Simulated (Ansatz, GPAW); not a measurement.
Given: the input of a run of GPAW 26.7.0 (ASE script) on ZnSe (Stilleite). 

run.py

```python
from ase.dft.bandgap import bandgap
from ase.io import read, write
from ase.units import Bohr, GPa
from gpaw import GPAW, PW
from gpaw.elf import elf_from_dft_calculation

atoms = read('POSCAR')

calc = GPAW(mode=PW(600),
            xc='PBE',
            kpts={'size': (8, 8, 8), 'gamma': True},
            occupations={'name': 'methfessel-paxton', 'order': 0, 'width': 0.025},
            nbands=18,
            convergence={'density': 1e-05, 'energy': 1e-05},
            maxiter=150,
            txt='gpaw.txt')
atoms.calc = calc
energy = atoms.get_potential_energy()
forces = atoms.get_forces()
stress = atoms.get_stress()
calc.write('gs.gpw')
write('result.traj', atoms)
print(f'Energy: {energy:.6f} eV')
print('Forces (eV/A):')
print(forces.round(4))
print('Stress (GPa):', (stress / GPa).round(3))
print('Fermi level:', round(calc.get_fermi_level(), 4), 'eV')
print(f'Gap: {bandgap(calc)[0]:.4f} eV, direct: {bandgap(calc, direct=True)[0]:.4f} eV')

# fields on the real-space grid
write('density.cube', atoms, data=calc.get_pseudo_density() * Bohr**3)
write('potential.cube', atoms, data=calc.get_electrostatic_potential())
write('elf.cube', atoms, data=elf_from_dft_calculation(calc).data)
```

File POSCAR:

```
ZnSe
1.0
    0.0000000000      2.8338000000      2.8338000000
    2.8338000000      0.0000000000      2.8338000000
    2.8338000000      2.8338000000      0.0000000000
Se Zn
1 1
Direct
    0.7500000000      0.7500000000      0.7500000000
    0.0000000000      0.0000000000      0.0000000000
```

Potentials or basis: GPAW PAW data sets (gpaw-data 1.2.1), pw.

The run is started by

```sh
$ OMP_NUM_THREADS=1 python run.py
```

What does the same run look like in Ansatz 0.2.0? Potentials or basis there: all-electron LAPW, scalar-relativistic.

As run (cutoffs and basis follow the program's own potentials, and thresholds, step limits or extra output files can differ):

Contents of input.yaml:

```yaml
crystal:
  lattice:
    - [0.0, 2.8338, 2.8338]
    - [2.8338, 0.0, 2.8338]
    - [2.8338, 2.8338, 0.0]
  atoms:
    - { symbol: Se, position: [0.75, 0.75, 0.75] }
    - { symbol: Zn, position: [0.0, 0.0, 0.0] }
kpoints:
  mp_grid: { grid: [8, 8, 8] }
scf:
  occupations: { method: gaussian, width: 0.025 }
hamiltonian:
  xc: pbe
  pseudopotentials: { kind: all_electron, lapw: { basis_error: 0.001 } }
output:
  forces: true
  stress: true
  eigenvalues: true
```

Potentials or basis: all-electron LAPW, scalar-relativistic.

The run is started by

```sh
$ ansatz run input.yaml --threads 1 --pin off --max-ram 3072MiB --backend cpu --events-out ev --progress --plain --runs-dir out
```

Both were run:

|  | GPAW | Ansatz |
| --- | --- | --- |
| Pressure | 2.1 GPa | 2.1 GPa |

Where Ansatz's input types no cutoff or centring, it takes its own default and a Γ-centred mesh.

Pressure is positive in compression.
